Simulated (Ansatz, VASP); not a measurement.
# Pt: VASP beside Ansatz

The input INCAR:

```
SYSTEM = Pt
PREC = Accurate
ENCUT = 520
EDIFF = 1E-6
ISMEAR = 0
SIGMA = 0.15
LREAL = .FALSE.
LASPH = .TRUE.
NELM = 80
ALGO = Normal
ISIF = 2
LWAVE = .FALSE.
LCHARG = .FALSE.
GGA = PS
NBANDS = 17
```

Contents of KPOINTS:

```
Automatic mesh
0
G
  18 18 10
  0 0 0
```

The input POSCAR:

```
Pt
1.0
    2.8710922404      0.0000000000      0.0000000000
   -1.4355461202      2.4864388168      0.0000000000
    0.0000000000      0.0000000000      4.6004486400
Pt
2
Direct
    0.6666666667      0.3333333333      0.7500000000
    0.3333333333      0.6666666667      0.2500000000
```

Input for Ansatz:

```yaml
crystal:
  lattice:
    - [2.8710922404, 0.0, 0.0]
    - [-1.4355461202, 2.4864388168, 0.0]
    - [0.0, 0.0, 4.60044864]
  atoms:
    - { symbol: Pt, position: [0.6666666667, 0.3333333333, 0.75] }
    - { symbol: Pt, position: [0.3333333333, 0.6666666667, 0.25] }
basis:
  ecutwfc: 420
kpoints:
  mp_grid: { grid: [18, 18, 10] }
hamiltonian:
  xc: pbesol
scf:
  occupations: { method: gaussian, width: 0.15 }
output:
  forces: true
  stress: true
  eigenvalues: true
```

Change from the starting cell: strain +0.040 along x and y, -0.040 along z, atoms carried along.

Alike in both runs: task single point; functional PBEsol; k mesh 18 × 18 × 10; occupations gaussian, width 0.15 eV; no spin polarisation.

|  | VASP | Ansatz |
| --- | --- | --- |
| version | VASP 6.6.1 | Ansatz 0.2.0 |
| potentials or method | VASP PAW PBE potentials, release 64 (Pt) | scalar-relativistic, plane waves, PAW |
| plane-wave cutoff (eV) | 520 | 420 |
| valence electrons in the cell | 20 | 36 |

Ansatz gave:

```
gap on the k mesh at the Fermi level (eV)       : none
pressure (GPa)                                  : -18.2
largest component of the traceless stress (GPa) : 4.92
```

What did VASP give for the same quantities?

gap on the k mesh at the Fermi level (eV): none; pressure (GPa): -18.5; largest component of the traceless stress (GPa): 4.87.

A gap of «none» marks a metal or a gap that the smearing closes. The two sets of potentials don't hold the same shells in valence.

Caveats: so large a pressure means that the cell lies far from this level's equilibrium, or that cutoff or potentials fall short (VASP); the potentials were made for another functional, which shifts forces and pressure (VASP). The runs have no spin-orbit coupling, so splittings on Pt are missing.
